The band gap is the energy between the highest filled and the lowest empty electron state of a crystal. Here it was computed for bulk MoS₂ with the PBE functional, after the cell had been strained and the atoms relaxed. In the biaxial rows the layers are stretched or squeezed in their plane, and the axis $c$ across the layers adjusts freely. In the isotropic rows all three axes are scaled by the same percentage and held there.

Bulk MoS2 under strain (6-atom cell, unstrained a = 3.149 Å, c = 12.094 Å), computed with Ansatz 0.2.0: PBE with D3(BJ) dispersion, scalar-relativistic plane-wave PAW, no spin polarisation, cutoff 420 eV, k mesh 12×12×4. Atoms, and c in the biaxial rows, are relaxed within the symmetry; changes of a and c are relative to the unstrained cell.

```
strain kind  strain (%)                   cell freedom  a change (%)  c change (%)  strained space group number  band gap (eV)
 biaxial ab          -3      length and tilt of c free         -3.00          1.02                          194          0.857
 biaxial ab          -2      length and tilt of c free         -2.00          0.65                          194          0.822
 biaxial ab          -1      length and tilt of c free         -1.00          0.30                          194          0.793
 biaxial ab           1      length and tilt of c free          1.00         -0.36                          194          0.749
 biaxial ab           2      length and tilt of c free          2.00         -0.69                          194          0.667
 biaxial ab           3      length and tilt of c free          3.00         -1.01                          194          0.495
  isotropic          -3  cell held, all vectors scaled         -3.00         -3.00                          194          0.553
  isotropic          -2  cell held, all vectors scaled         -2.00         -2.00                          194          0.637
  isotropic          -1  cell held, all vectors scaled         -1.00         -1.00                          194          0.709
  isotropic           1  cell held, all vectors scaled          1.00          1.00                          164          0.824
  isotropic           2  cell held, all vectors scaled          2.00          2.00                          164          0.780
  isotropic           3  cell held, all vectors scaled          3.00          3.00                          164          0.643
```

## What happens

The two kinds of strain give curves of different shape. With $c$ free, the gap falls at every step from compression to tension, gently up to +1 % and steeply after +2 %. With all axes scaled, it is highest in the row at +1 % and lower on either side; the true peak may lie between +1 and +2 %.

The gap is indirect in every row, but the states that set it change. The top of the valence band stays at Γ, the centre of the Brillouin zone. The bottom of the conduction band lies midway between Γ and the zone corner K for strains up to +1 %, and at K itself for +2 and +3 %. Two valleys compete, and the lower one sets the gap, so a hand estimate needs one line for each.

## Why the spacing of the layers matters

Compare the two rows at +3 %. They share the same $a$, but their $c$ differs by 4 %, and their gaps differ by 0.15 eV. The smallest direct gap, in which the electron keeps its position in the zone, differs between the same two runs by only 0.03 eV. It is expected at K, so it ends in the same conduction state as the indirect gap but starts from another valence state. This points to the valence edge at Γ as the part that responds to $c$.

Standard bonding theory explains it. The Γ state has lobes on sulphur that point out of the layer and overlap with those of the next layer. The overlap splits the states of neighbouring layers, and the upper, antibonding combination is the valence edge. Closer layers push it up and narrow the gap.

The midway valley also has some sulphur character facing the next layer, so closer layers should lower it as well. The K valley sits mainly on molybdenum, inside the layer, and should feel its neighbours little. The numbers agree: one per cent of $c$ changes the gap by about 0.08 eV at −3 %, where the midway valley is lowest, and by about 0.04 eV at +3 %, where K is. Part of this contrast may arise simply because the layers are closer in the compressed rows.

At a given $c$, in-plane strain matters mainly when the K valley sets the gap. The state of that valley is antibonding between molybdenum and sulphur, so stretching those bonds should lower it. That is only part of the effect. From +2 to +3 % biaxial strain the smallest direct gap falls by 0.09 eV, but the indirect gap falls by 0.17 eV. If the direct gap is at K, as expected, both end in the same conduction state, and the remaining 0.08 eV is a rise of the valence edge at Γ relative to the valence state at K. The midway gap hardly notices $a$ once $c$ is fixed: biaxial −3 % and isotropic +1 % have nearly the same $c$, differ by 4 % in $a$, and have gaps only 0.03 eV apart. The relaxed atomic positions point to a cancellation. A stretched layer becomes thinner and leaves more room to the next one: the space between the sulphur planes of neighbouring layers is about 0.08 Å wider in the isotropic row of this pair. Spacing alone would then give that row the larger gap, but its gap is the smaller one. The in-plane stretch itself must therefore lower the midway gap, by slightly more than the extra room raises it.

A single layer of MoS₂ shows the other extreme. It has no neighbour to push up the Γ state, and its gap is well known to be direct, at K. There the dependence on layer spacing disappears, and in-plane strain is what remains.

## The rule

For small strains each energy distance changes in proportion to the strain; the slopes are called deformation potentials. Let $\varepsilon$ be the imposed strain and $\gamma$ the change of $c$, both in per cent. In eV,

$$E_\text{mid} = 0.77 + 0.07\,\gamma$$

$$E_\text{K} = 1.04 - 0.17\,\varepsilon + 0.04\,\gamma$$

and the gap is the smaller of the two. For isotropic strain $\gamma=\varepsilon$. For biaxial strain with $c$ free, $\gamma\approx-\varepsilon/3$, because the crystal thins when it is stretched.

Take biaxial strain of −2 %. Then $\gamma = +0.67$, and the midway line gives $0.77 + 0.07\times0.67 = 0.82$ eV. The K line gives $1.04 + 0.34 + 0.03 = 1.41$ eV, far higher. The estimate is therefore 0.82 eV, and the table has 0.822 eV.

Now take isotropic strain of +3 %, where $\gamma = 3$. The midway line gives $0.77 + 0.21 = 0.98$ eV, but the K line gives $1.04 - 0.51 + 0.12 = 0.65$ eV and wins. The table has 0.643 eV. A reader who forgot the second valley would be wrong by 0.34 eV.

## How far to trust it

The five constants come from a least-squares fit to all twelve rows, with each row assigned to its computed valley, and were then rounded; the constant of the K line was taken up from 1.033 to 1.04 to balance its slightly steeper rounded slope. Both worked rows were part of that fit, so their agreement shows a good description rather than a prediction. Over the table the typical (rms) miss is 0.009 eV and the largest 0.017 eV. When each row in turn is left out of the unrounded fit and then predicted, the rms miss is 0.015 eV. The unstrained crystal was left out; its gap, corrected for the k-point mesh with the help of the ±1 % rows, comes to 0.77 eV, as the rule says. The printed analysis after this text lists every row.

The two largest misses lie at nearly the same $c$ but have opposite signs: the rule is 0.017 eV too low at biaxial −3 % and 0.016 eV too high at isotropic +1 %. This is the price of leaving $a$ out of the midway line. The overlap of the layers also fades with distance, so the response to $c$ should fade too. The isotropic slope does drop from 0.084 eV per % at the compressed end to 0.058 around zero strain, though $a$ changes along with $c$ there. No row in the midway valley has $c$ stretched by more than about 1 %, so that line is untested for wider spacings. The stretched isotropic rows also carry the lower-symmetry space group 164, which would allow alternating wide and narrow spaces between layers; in the relaxed positions the two spaces differ by only about 0.01–0.02 Å, so no meaningful alternation formed.

The switch is the other weak spot. The rule places it near 1.7 % for biaxial and 1.4 % for isotropic strain, but no row lies between +1 and +2 %, and the K line rests on four rows. Treat that interval as uncertain, and do not extend either line beyond 3 %. The valleys were identified on the k mesh, so the true band edges may lie between its points. A general caution that a band crossing between the points may be missed comes from the data makers' tests on other systems; these runs gave no such warning. They did give two others. The structure at biaxial −3 %, one of the two rows with the largest misses, was snapped to symmetry. In all six isotropic runs the convergence threshold was loose for stresses, which the rule does not use. The relaxations also kept the starting symmetry, so a less symmetric structure of lower energy is not ruled out.

## What to do about it

For a thick MoS₂ crystal stretched in its plane, first decide which side of the switch it is on. Below it, the gap falls by about 0.02 eV per % of strain; beyond it, by about 0.17 eV per %. Uneven strain therefore spreads the gap several times as much past the switch, and the conduction electrons then sit in a different valley.

Use the rule for shifts and not for absolute gaps, because PBE gaps are generally too small and the runs leave out temperature and zero-point motion. The strain at the switch is less certain than the slopes: it depends on the distance between the two valleys, which may change with another functional or with spin–orbit coupling. Do not read the isotropic rows as hydrostatic pressure either. Under equal pressure from all sides the soft $c$ axis shrinks more than $a$, so the gap should fall faster per per cent of $a$ than in those rows.

The analysis program printed:

```
fit of band_gap on 12 rows: coefficient of qv 0.7729 +/- 0.0038, coefficient of qv*c_change 0.07067 +/- 0.0026, coefficient of kv 1.033 +/- 0.026, coefficient of kv*a_change -0.1676 +/- 0.01, coefficient of kv*c_change 0.03849 +/- 0.003; rms 0.00787, worst isotropic 0.0196, leave-one-out rms 0.0148
Hand rule, energies in eV:
         row  strain_%  midway_line  K_line    rule  computed  rule_less_computed
  biaxial ab        -3         0.84    1.59    0.84     0.857              -0.017
  biaxial ab        -2       0.8167   1.407  0.8167     0.822           -0.005333
  biaxial ab        -1       0.7933   1.223  0.7933     0.793           0.0003333
  biaxial ab         1       0.7467  0.8567  0.7467     0.749           -0.002333
  biaxial ab         2       0.7233  0.6733  0.6733     0.667            0.006333
  biaxial ab         3          0.7    0.49    0.49     0.495              -0.005
   isotropic        -3         0.56    1.43    0.56     0.553               0.007
   isotropic        -2         0.63     1.3    0.63     0.637              -0.007
   isotropic        -1          0.7    1.17     0.7     0.709              -0.009
   isotropic         1         0.84    0.91    0.84     0.824               0.016
   isotropic         2         0.91    0.78    0.78      0.78           -1.11e-16
   isotropic         3         0.98    0.65    0.65     0.643               0.007
Rms miss of the hand rule (eV): 0.008525
Largest miss of the hand rule (eV): 0.017
Mean ratio of c change to a change, biaxial rows: -0.3344
Gap, biaxial less isotropic at -3 % (eV): 0.304
The same per % of c (eV): 0.07562
Gap, biaxial less isotropic at +3 % (eV): -0.148
The same per % of c (eV), K valley: 0.03691
Direct gap, biaxial less isotropic at +3 % (eV): -0.02719
Gap at nearly equal c, biaxial -3 % less isotropic +1 % (eV): 0.033
Biaxial slope from -3 to +1 % (eV per %): -0.027
Biaxial slope from +2 to +3 % (eV per %): -0.172
Isotropic slope from -3 to -2 % (eV per %): 0.084
Isotropic slope from -1 to +1 % (eV per %): 0.0575
Midway line less computed gap, isotropic +3 % (eV): 0.337
Switch strain from the rule, biaxial (%): 1.688
Switch strain from the rule, isotropic (%): 1.35
Unstrained gap, mesh value less mean offset of the 1 % rows (eV): 0.7706
```
